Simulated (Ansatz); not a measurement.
**MoP under changes of volume**

One of the cells (14.353 Å³/atom); the others are scaled copies at fixed shape and fractional positions:

```
CELL_PARAMETERS angstrom
3.22300 0.00000 0.00000
-1.61150 2.79120 0.00000
0.00000 0.00000 3.19100
ATOMIC_POSITIONS crystal
Mo 0.00000 0.00000 0.00000
P 0.33333 0.66667 0.50000
```

- Program: Ansatz 0.2.0
- Functional: PBE
- Potentials or basis: Ansatz PAW
- Cutoff: 420 eV (not typed: the program's choice for these potentials)
- k mesh: 10 × 10 × 8
- Occupations: fermi-dirac, width 0.05 eV
- Spin: no spin polarisation

```tsv
volume (Å³/atom)	energy over the lowest point (meV/atom)	pressure (GPa)
13.492	56.40	19.2
13.779	?	?
14.066	9.39	7.5
14.353	0.48	2.6
14.640	0.00	-1.9
14.927	7.08	-5.9
15.214	20.96	-9.5
```

Problem. What does the run at 13.779 Å³/atom give?

Solution. Energy over the lowest point 27.67 meV/atom; pressure 13.0 GPa.

Worked out: A Birch-Murnaghan fit of order 3 (a polynomial in V^(-2/3)) to the other rows has its minimum at 14.51 Å³/atom with B0 = V·E''(V) = 224 GPa and B' = 4.4 at fixed shape and positions, which overstates the stiffness. It gives 27.67 meV/atom at 13.779 Å³/atom, against the run's 27.67, and -dE/dV = 13.0 GPa, against 13.0.

Energies are extrapolated to zero smearing.
